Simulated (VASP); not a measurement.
# CdTe (F-43m) in VASP: a series of runs

CdTe is run at these levels: PBE; tasks: single point, relaxation of cell and atoms.

Program: VASP 6.6.1. These are calculated values, not measurements. Logs are shortened: lines on timing, memory, paths and dates and some standing lists are left out, and cuts for length are marked.

**The experiment to reproduce.**

From a printed reference work, data compilation, for a bulk crystal of CdTe at 0 K: band gap 1.607 eV.

How close the calculation comes is told below.

## 1. The cell of the first run

The structure is cubic, space group F-43m (No. 216). Conventional cell: a = 6.617 Å, b = 6.617 Å, c = 6.617 Å, α = 90.00°, β = 90.00°, γ = 90.00°. Cd (site symmetry -43m) has 4 Te at 2.87 Å within 3.8 Å. Te (site symmetry -43m) has 4 Cd at 2.87 Å within 3.8 Å.

## 2. Single point, PBE

File INCAR:

```
ALGO = Normal ; EDIFF = 1E-6
ENCUT = 520 ; GGA = PE
ISIF = 2 ; ISMEAR = 0
LASPH = True ; LCHARG = False
LREAL = False ; LWAVE = False
NBANDS = 16 ; NELM = 60
PREC = Accurate ; SIGMA = 0.02
```

File KPOINTS:

```
k-points
0
Gamma
  8 8 8
```

File POSCAR:

```
CdTe
1.0
    0.0000000000      3.3086867292      3.3086867292
    3.3086867292      0.0000000000      3.3086867292
    3.3086867292      3.3086867292      0.0000000000
Cd Te
1 1
Direct
    0.0000000000      0.0000000000      0.0000000000
    0.7500000000      0.7500000000      0.7500000000
```

Potentials or basis: VASP PAW PBE potentials, release 64 (Cd, Te).

On the command line:

```console
cat potpaw_PBE.64/Cd/POTCAR potpaw_PBE.64/Te/POTCAR > POTCAR
mpirun -np 1 vasp_std > vasp.out
```

OUTCAR:

```text
EDIFF = 1E-6
   ENCUT = 520
   GGA = PE
   ISIF = 2
   ISMEAR = 0
   LASPH = True
   LREAL = False
   NELM = 60
   PREC = Accurate

 ion  position               nearest neighbor table
   1  0.000  0.000  0.000-   2 2.87   2 2.87   2 2.87   2 2.87
   2  0.750  0.750  0.750-   1 2.87   1 2.87   1 2.87   1 2.87

  LATTYP: Found a face centered cubic cell.
 ALAT       =     6.6173734584

  Lattice vectors:

 A1 = (   0.0000000000,   3.3086867292,   3.3086867292)
 A2 = (   3.3086867292,   0.0000000000,   3.3086867292)
 A3 = (   3.3086867292,   3.3086867292,   0.0000000000)

Analysis of symmetry for initial positions (statically):
=====================================================================
 Subroutine PRICEL returns:
 Original cell was already a primitive cell.

 Routine SETGRP: Setting up the symmetry group for a
 face centered cubic supercell.

 Subroutine GETGRP returns: Found 24 space group operations
 (whereof 24 operations were pure point group operations)
 out of a pool of 48 trial point group operations.

The static configuration has the point symmetry T_d .

Analysis of symmetry for dynamics (positions and initial velocities):
=====================================================================
 Subroutine PRICEL returns:
 Original cell was already a primitive cell.

 Routine SETGRP: Setting up the symmetry group for a
 face centered cubic supercell.

 Subroutine GETGRP returns: Found 24 space group operations
 (whereof 24 operations were pure point group operations)
 out of a pool of 48 trial point group operations.

The dynamic configuration has the point symmetry T_d .

 Subroutine INISYM returns: Found 24 space group operations
 (whereof 24 operations are pure point group operations),
 and found     1 'primitive' translations

----------------------------------------------------------------------------------------

                                     Primitive cell

  volume of cell :      72.4431

  direct lattice vectors                    reciprocal lattice vectors
     0.000000000  3.308686729  3.308686729    -0.151117359  0.151117359  0.151117359
     3.308686729  0.000000000  3.308686729     0.151117359 -0.151117359  0.151117359
     3.308686729  3.308686729  0.000000000     0.151117359  0.151117359 -0.151117359

  length of vectors
     4.679189646  4.679189646  4.679189646     0.261742944  0.261742944  0.261742944

  position of ions in fractional coordinates (direct lattice)
     0.000000000  0.000000000  0.000000000
     0.750000000  0.750000000  0.750000000

  ion indices of the primitive-cell ions
   primitive index   ion index
                 1           1
                 2           2

----------------------------------------------------------------------------------------

 KPOINTS: k-points

Automatic generation of k-mesh.
 Grid dimensions read from file:
 generate k-points for:    8    8    8

 Generating k-lattice:

  Cartesian coordinates                     Fractional coordinates (reciprocal lattice)
    -0.018889670  0.018889670  0.018889670     0.125000000  0.000000000  0.000000000
     0.018889670 -0.018889670  0.018889670     0.000000000  0.125000000  0.000000000
     0.018889670  0.018889670 -0.018889670     0.000000000  0.000000000  0.125000000

  Length of vectors
     0.032717868  0.032717868  0.032717868

  Shift w.r.t. Gamma in fractional coordinates (k-lattice)
     0.000000000  0.000000000  0.000000000

 Subroutine IBZKPT returns following result:
 ===========================================

 Found     29 irreducible k-points:

 Following reciprocal coordinates:
            Coordinates               Weight
  0.000000  0.000000  0.000000      1.000000
  0.125000  0.000000  0.000000      8.000000
  0.250000  0.000000  0.000000      8.000000
  0.375000  0.000000  0.000000      8.000000
  0.500000  0.000000  0.000000      4.000000
  0.125000  0.125000  0.000000      6.000000
[... 16 lines left out ...]
  0.500000  0.250000  0.125000     48.000000
 -0.375000  0.250000  0.125000     24.000000
 [... further k-points ...]
   k-points           NKPTS =     29   k-points in BZ     NKDIM =     29   number of bands    NBANDS=     16
   number of dos      NEDOS =    301   number of ions     NIONS =      2
   total plane-waves  NPLWV =  46656
   dimension x,y,z NGX =    36 NGY =   36 NGZ =   36
   dimension x,y,z NGXF=    72 NGYF=   72 NGZF=   72
   ions per type =               1   1
   NGX,Y,Z   is equivalent  to a cutoff of  12.79, 12.79, 12.79 a.u.
   NGXF,Y,Z  is equivalent  to a cutoff of  25.58, 25.58, 25.58 a.u.
 SYSTEM =  unknown system
   PREC   = accura    normal or accurate (medium, high low for compatibility)
   ISTART =      0    job   : 0-new  1-cont  2-samecut
   ICHARG =      2    charge: 1-file 2-atom 10-const
   ISPIN  =      1    spin polarized calculation?
   LNONCOLLINEAR =      F non collinear calculations
   LSORBIT =      F    spin-orbit coupling
   LASPH  =      T    aspherical Exc in radial PAW
   ENCUT  =  520.0 eV  38.22 Ry    6.18 a.u.   8.70  8.70  8.70*2*pi/ulx,y,z
   NELM   =     60;   NELMIN=  2; NELMDL= -5     # of ELM steps
   EDIFF  = 0.1E-05   stopping-criterion for ELM
   LREAL  =      F    real-space projection
   EDIFFG = 0.1E-04   stopping-criterion for IOM
   NSW    =      0    number of steps for IOM
   IBRION =     -1    ionic relax: 0-MD 1-quasi-New 2-CG
   NFREE  =      0    steps in history (QN), initial steepest desc. (CG)
   ISIF   =      2    stress and relaxation
   ISYM   =      2    0-nonsym 1-usesym 2-fastsym
   POTIM  = 0.5000    time-step for ionic-motion
   TEBEG  =    0.0;   TEEND  =   0.0 temperature during run
   PSTRESS=    0.0 pullay stress
   NELECT =      18.0000    total number of electrons
   NUPDOWN=      -1.0000    fix difference up-down
   EMIN   =  10.00;   EMAX   =-10.00  energy-range for DOS
   EFERMI =   0.00;   METHOD = LEGACY
   ISMEAR =     0;   SIGMA  =   0.02  broadening in eV -4-tet -1-fermi 0-gaus
   EFERMI_NEDOS =   21; number of points for ismear=-14 and -15
   IALGO  =     38    algorithm
   IMIX   =      4    mixing-type and parameters
     AMIX     =   0.40;   BMIX     =  1.00
     AMIX_MAG =   1.60;   BMIX_MAG =  1.00
  volume/ion in A,a.u.               =      36.22       244.44
[... 31 lines left out ...]
 Fermi energy:         1.9041738685

 k-point     1 :       0.0000    0.0000    0.0000
  band No.  band energies     occupation
      1      -9.0357      2.00000
      2      -6.2901      2.00000
      3      -6.2901      2.00000
      4      -6.2901      2.00000
      5      -6.0731      2.00000
      6      -6.0731      2.00000
[... 8 lines left out ...]
     15      11.0476      0.00000
     16      11.0476      0.00000

 k-point     2 :       0.1250    0.0000    0.0000
  band No.  band energies     occupation
      1      -8.9855      2.00000
      2      -6.2809      2.00000
      3      -6.2809      2.00000
      4      -6.2476      2.00000
      5      -6.0737      2.00000
      6      -6.0737      2.00000
[... 8 lines left out ...]
     15      10.4055      0.00000
     16      10.4055      0.00000

 k-point     3 :       0.2500    0.0000    0.0000
  band No.  band energies     occupation
      1      -8.8641      2.00000
      2      -6.2604      2.00000
      3      -6.2604      2.00000
      4      -6.1101      2.00000
      5      -6.0732      2.00000
      6      -6.0732      2.00000
[... 8 lines left out ...]
     15      10.2055      0.00000
     16      10.2055      0.00000

 k-point     4 :       0.3750    0.0000    0.0000
  band No.  band energies     occupation
      1      -8.7442      2.00000
      2      -6.2433      2.00000
      3      -6.2433      2.00000
      4      -6.0687      2.00000
      5      -6.0687      2.00000
      6      -5.8959      2.00000
[... 8 lines left out ...]
     15      10.9500      0.00000
     16      10.9500      0.00000

 k-point     5 :       0.5000    0.0000    0.0000
  band No.  band energies     occupation
      1      -8.6956      2.00000
      2      -6.2374      2.00000
      3      -6.2374      2.00000
      4      -6.0655      2.00000
      5      -6.0655      2.00000
      6      -5.7690      2.00000
[... 8 lines left out ...]
     15      11.9553      0.00000
     16      11.9553      0.00000

 k-point     6 :       0.1250    0.1250    0.0000
  band No.  band energies     occupation
      1      -8.9688      2.00000
      2      -6.2720      2.00000
      3      -6.2720      2.00000
      4      -6.2457      2.00000
      5      -6.0781      2.00000
      6      -6.0693      2.00000
[... 8 lines left out ...]
     15      10.2378      0.00000
     16      11.1825      0.00000

 k-point     7 :       0.2500    0.1250    0.0000
  band No.  band energies     occupation
      1      -8.8715      2.00000
      2      -6.2565      2.00000
      3      -6.2505      2.00000
      4      -6.1504      2.00000
      5      -6.0733      2.00000
      6      -6.0661      2.00000
[... 8 lines left out ...]
     15      11.0079      0.00000
     16      11.0474      0.00000

 k-point     8 :       0.3750    0.1250    0.0000
  band No.  band energies     occupation
      1      -8.7519      2.00000
      2      -6.2402      2.00000
      3      -6.2316      2.00000
      4      -6.0901      2.00000
      5      -6.0631      2.00000
      6      -5.9324      2.00000
[... 8 lines left out ...]
     15      10.9322      0.00000
     16      11.4844      0.00000

 k-point     9 :       0.5000    0.1250    0.0000
  band No.  band energies     occupation
      1      -8.6807      2.00000
      2      -6.2307      2.00000
      3      -6.2248      2.00000
      4      -6.0771      2.00000
      5      -6.0641      2.00000
      6      -5.7557      2.00000
[... 8 lines left out ...]
     15      11.4598      0.00000
     16      11.9975      0.00000
[... 172 lines left out ...]
 k-point    19 :       0.5000    0.3750    0.0000
  band No.  band energies     occupation
      1      -8.6074      2.00000
      2      -6.1783      2.00000
      3      -6.1664      2.00000
      4      -6.1333      2.00000
      5      -6.0519      2.00000
      6      -5.6732      2.00000
[... 8 lines left out ...]
     15      12.3949      0.00000
     16      12.9797      0.00000

 k-point    20 :      -0.3750    0.3750    0.0000
  band No.  band energies     occupation
      1      -8.6016      2.00000
      2      -6.1942      2.00000
      3      -6.1758      2.00000
      4      -6.1096      2.00000
      5      -6.0612      2.00000
      6      -5.6156      2.00000
[... 8 lines left out ...]
     15      11.3232      0.00000
     16      13.8124      0.00000

 k-point    21 :       0.5000    0.5000    0.0000
  band No.  band energies     occupation
      1      -8.5919      2.00000
      2      -6.1556      2.00000
      3      -6.1556      2.00000
      4      -6.1532      2.00000
      5      -6.0474      2.00000
      6      -5.6500      2.00000
[... 8 lines left out ...]
     15      12.5005      0.00000
     16      13.1534      0.00000

 k-point    22 :       0.3750    0.2500    0.1250
  band No.  band energies     occupation
      1      -8.7756      2.00000
      2      -6.2369      2.00000
      3      -6.2271      2.00000
      4      -6.1076      2.00000
      5      -6.0646      2.00000
      6      -5.9868      2.00000
[... 8 lines left out ...]
     15      11.4580      0.00000
     16      12.0522      0.00000

 k-point    23 :       0.5000    0.2500    0.1250
  band No.  band energies     occupation
      1      -8.6819      2.00000
      2      -6.2206      2.00000
      3      -6.2122      2.00000
      4      -6.0941      2.00000
      5      -6.0646      2.00000
      6      -5.7971      2.00000
[... 8 lines left out ...]
     15      11.6157      0.00000
     16      12.3676      0.00000

 k-point    24 :      -0.3750    0.2500    0.1250
  band No.  band energies     occupation
      1      -8.6442      2.00000
      2      -6.2161      2.00000
      3      -6.2063      2.00000
      4      -6.0850      2.00000
      5      -6.0680      2.00000
      6      -5.6883      2.00000
[... 8 lines left out ...]
     15      11.8103      0.00000
     16      12.2431      0.00000

 [... further k-points ...]
[... 5 lines left out ...]
  --------------------------------------------------------------------------------------
  -------------------------------------------------------------------------------------
  Total        0.0583031      0.0583031      0.0583031      0.0000000     -0.0000000      0.0000000
  in kB        1.2894526      1.2894526      1.2894526      0.0000000     -0.0000000      0.0000000
  external PRESSURE =       1.2894526 kB  Pullay stress =       0.0000000 kB

 VOLUME and BASIS-vectors are now :
 -----------------------------------------------------------------------------
  energy-cutoff  :      520.00
  volume of cell :       72.44
      direct lattice vectors                 reciprocal lattice vectors
     0.000000000  3.308686729  3.308686729    -0.151117359  0.151117359  0.151117359
     3.308686729  0.000000000  3.308686729     0.151117359 -0.151117359  0.151117359
     3.308686729  3.308686729  0.000000000     0.151117359  0.151117359 -0.151117359

 POSITION                                       TOTAL-FORCE (eV/Angst)
 -----------------------------------------------------------------------------------
      0.00000      0.00000      0.00000        -0.000000     -0.000000      0.000000
      4.96303      4.96303      4.96303         0.000000      0.000000     -0.000000
 -----------------------------------------------------------------------------------
    total drift:                                0.000000      0.000000      0.000001

  FREE ENERGIE OF THE ION-ELECTRON SYSTEM (eV)
  ---------------------------------------------------
  free  energy   TOTEN  =        -4.8120275982 eV

  energy  without entropy=       -4.8120275982  energy(sigma->0) =       -4.81202760
```

Wall time 31 s (1 thread of AMD EPYC 7R43 (Zen 3), shared host); peak memory 0.18 GiB.

What came out:

```yaml
Free_energy: -4.8120 eV
Pressure: 0.1 GPa
Band_gap_on_the_k_mesh: 0.58 eV, direct
```

Levels at points of the mesh, in eV from the valence-band top:
| k point | band 7 | band 8 | band 9 | band 10 | band 11 | band 12 |
| --- | --- | --- | --- | --- | --- | --- |
| (0.00, 0.00, 0.00) | 0.00 | 0.00 | 0.00 | 0.58 | 4.64 | 4.64 |
| (0.50, 0.00, 0.00) | -4.08 | -0.69 | -0.69 | 1.76 | 5.21 | 5.21 |
| (0.50, 0.50, 0.00) | -4.01 | -1.66 | -1.66 | 2.67 | 2.74 | 8.51 |

Caveat: spin-orbit coupling is left out, which moves the levels of the heavy elements.

## 3. Single point, PBE

File INCAR:

```
PREC = Accurate
ENCUT = 520
EDIFF = 1E-7
ISMEAR = 0
SIGMA = 0.05
LREAL = F
LASPH = T
NELM = 80
ALGO = Normal
ISIF = 2
LWAVE = F
LCHARG = T
GGA = PE
LELF = T
LVHAR = T
NBANDS = 16
```

File KPOINTS:

```
regular mesh
0
Gamma
  10 10 10
```

POSCAR is that of step 2.

Potentials or basis: VASP PAW PBE potentials, release 64 (Cd, Te).

On the command line:

```console
cat potpaw_PBE.64/Cd/POTCAR potpaw_PBE.64/Te/POTCAR > POTCAR
mpirun -np 1 vasp_std > vasp.out
```

Run time: 62 s. Hardware: 1 thread of AMD EPYC 7R43 (Zen 3), shared host; peak memory 0.19 GiB.

It converged, with:

```
Free energy            : -4.8128 eV
Pressure               : 0.1 GPa
Band gap on the k mesh : 0.58 eV, direct
```

Levels at points of the mesh, in eV from the valence-band top:
```csv
k point,band 7,band 8,band 9,band 10,band 11,band 12
"(0.00, 0.00, 0.00)",0.00,0.00,0.00,0.58,4.64,4.64
"(0.50, 0.00, 0.00)",-4.08,-0.69,-0.69,1.76,5.21,5.21
"(0.50, 0.50, 0.00)",-4.01,-1.66,-1.66,2.67,2.74,8.51
```

Caveat: spin-orbit coupling is left out, which moves the levels of the heavy elements.

## 4. Relaxation of cell and atoms, PBE

This run uses another cell than the first one, of 32.92 Å³/atom, 0.909 times its volume.

File INCAR:

```
SYSTEM = CdTe
PREC = Accurate ; ENCUT = 600
EDIFF = 1E-6 ; ISMEAR = 0
SIGMA = 0.02 ; LREAL = .False.
LASPH = .True. ; NELM = 80
ALGO = Normal ; ISIF = 3
LWAVE = .False. ; LCHARG = .False.
GGA = PE ; IBRION = 2
NSW = 100 ; EDIFFG = -0.005
```

File KPOINTS:

```
Automatic mesh
0
Gamma
  8 8 8
  0 0 0
```

File POSCAR:

```
CdTe
1.0
    0.0000000000      3.2050000000      3.2050000000
    3.2050000000      0.0000000000      3.2050000000
    3.2050000000      3.2050000000      0.0000000000
Cd Te
1 1
Direct
    0.0000000000      0.0000000000      0.0000000000
    0.7500000000      0.7500000000      0.7500000000
```

On the command line:

```console
cat potpaw_PBE.64/Cd/POTCAR potpaw_PBE.64/Te/POTCAR > POTCAR
mpirun -np 1 vasp_std > vasp.out
```

Wall time 68 s (1 thread of AMD EPYC 7R43 (Zen 3), shared host); peak memory 0.2 GiB.

The run converged. Its results:

| Item | Value |
| --- | --- |
| Free energy | -4.8104 eV |
| Relaxed volume | 36.30 Å³/atom |
| Relaxed cell | a = 4.683 Å, b = 4.683 Å, c = 4.683 Å, α = 60.00°, β = 60.00°, γ = 60.00° |
| Space group after relaxing (to 0.05 Å) | F-43m (No. 216) |
| Energy gained by relaxing | 42.0 meV/atom |
| Ionic steps | 3 |
| Pressure after relaxing | 0.0 GPa |
| Band gap on the k mesh | 0.58 eV, direct |

The path:
```tsv
step	energy change (eV)	largest force (eV/Å)	pressure (GPa)	volume (Å³)
1	0.0000	0.0000	4.35	65.84
2	-0.0777	0.0000	-0.93	74.74
3	-0.0840	0.0000	0.02	72.60
```

Final structure:
```xyz
2
Lattice="0.0000 3.3111 3.3111 3.3111 0.0000 3.3111 3.3111 3.3111 0.0000" Properties=species:S:1:pos:R:3 pbc="T T T"
Cd    0.0000    0.0000    0.0000
Te    4.9667    4.9667    4.9667
```

Levels at points of the mesh, in eV from the valence-band top:
```csv
k point,band 5,band 6,band 7,band 8,band 9,band 10,band 11,band 12,band 13
"(0.00, 0.00, 0.00)",-7.87,-7.87,0.00,0.00,0.00,0.58,4.64,4.64,4.64
"(0.50, 0.00, 0.00)",-7.86,-7.57,-4.07,-0.68,-0.68,1.75,5.21,5.21,7.01
"(0.50, 0.50, 0.00)",-7.84,-7.45,-4.00,-1.65,-1.65,2.67,2.74,8.50,8.80
```

Caveat: spin-orbit coupling is left out, which moves the levels of the heavy elements; the volume moved by +10 % from the deposited cell, more than functionals usually miss.

## 5. Overview

```tsv
task	cell	k mesh	cutoff (eV)	smearing	gap on the mesh (eV)	pressure (GPa)
single point	a = 4.679 Å, angles 60.0°, 2 atoms	8 × 8 × 8	520	gaussian 0.02 eV	0.58	0.1
single point	a = 4.679 Å, angles 60.0°, 2 atoms	10 × 10 × 10	520	gaussian 0.05 eV	0.58	0.1
relaxation of cell and atoms	relaxed from a = 4.533 Å, angles 60.0°, 2 atoms	8 × 8 × 8	600	gaussian 0.02 eV	0.58	0.0
```

Alike in all rows: level PBE; potentials or basis VASP PAW PBE potentials, release 64 (Cd, Te); no spin polarisation.

Caveats: spin-orbit coupling is left out, which moves the levels of the heavy elements; the volume moved by +10 % from the deposited cell, more than functionals usually miss (some runs).

Total energies depend on the potentials used, so only differences within one code and one set of settings carry meaning.

## 6. Against experiment

Step 2. Measured gap of CdTe: 1.607 eV (0 K; a printed reference work, data compilation). This calculation gives 0.58 eV (-1.02 eV). So large a miss can be the level of theory's own, or it may mean another phase, state or a wrong row. Spin-orbit coupling on Cd, Te is left out. The value is that of PBE, without temperature or zero-point motion. Semilocal functionals fall short of measured gaps as a rule.

Step 3. Measured gap of CdTe: 1.607 eV (0 K; a printed reference work, data compilation). This calculation gives 0.58 eV (-1.02 eV). So large a miss can be the level of theory's own, or it may mean another phase, state or a wrong row. Spin-orbit coupling on Cd, Te is left out. The value is that of PBE, without temperature or zero-point motion. Semilocal functionals fall short of measured gaps as a rule.
